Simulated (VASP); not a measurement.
Here is a VASP 6.6.1 calculation.

The input INCAR:

```
SYSTEM = PbO
PREC = Accurate
ENCUT = 600
EDIFF = 1E-7
ISMEAR = 0
SIGMA = 0.02
LREAL = .FALSE.
LASPH = .TRUE.
NELM = 60
ALGO = Normal
ISIF = 3
LWAVE = .FALSE.
LCHARG = .FALSE.
GGA = CA
IBRION = 2
NSW = 60
EDIFFG = -0.005
KPAR = 2
```

File KPOINTS:

```
regular mesh
0
G
  6 6 6
  0 0 0
```

POSCAR

```
PbO
1.0
    3.9900000000      0.0000000000      0.0000000000
    0.0000000000      3.9900000000      0.0000000000
    0.0000000000      0.0000000000      5.0100000000
Pb O
2 2
Direct
    0.5000000000      0.0000000000      0.7600000000
    0.0000000000      0.5000000000      0.2400000000
    0.5000000000      0.5000000000      0.0000000000
    0.0000000000      0.0000000000      0.0000000000
```

Potentials or basis: VASP PAW LDA potentials, release 64 (Pb_d, O).

Command:

```sh
$ cat potpaw_LDA.64/Pb_d/POTCAR potpaw_LDA.64/O/POTCAR > POTCAR
$ mpirun -np 2 vasp_std > vasp.out
```

What does it give for the band gap on the k mesh?

1.02 eV, indirect (least direct gap 2.15 eV).

What does it give for the relaxed cell?

a = 3.947 Å, b = 3.947 Å, c = 4.864 Å, α = 90.00°, β = 90.00°, γ = 90.00°.

Step by step:
```tsv
step	energy change (eV)	largest force (eV/Å)	pressure (GPa)	volume (Å³)
1	0.0000	0.5410	-3.47	79.76
2	0.0036	0.7992	3.82	74.88
3	-0.0346	0.0817	-0.17	77.31
4	-0.0346	0.0948	-0.11	77.27
5	-0.0353	0.0695	-0.07	77.05
6	-0.0359	0.0075	0.04	76.53
7	-0.0364	0.0175	-0.08	76.46
8	-0.0368	0.0605	-0.30	76.33
9	-0.0370	0.0440	-0.22	76.22
10	-0.0374	0.0022	-0.02	75.95
11	-0.0374	0.0158	0.07	75.83
12	-0.0374	0.0172	0.07	75.82
13	-0.0374	0.0203	0.09	75.80
14	-0.0374	0.0168	0.06	75.78
15	-0.0374	0.0109	0.02	75.73
16	-0.0374	0.0119	0.03	75.74
17	-0.0374	0.0041	0.00	75.76
```

Caveat: spin-orbit coupling is left out, which as a rule narrows the gap of such compounds by several tenths of an eV. Zero-point motion and thermal expansion aren't in these numbers.
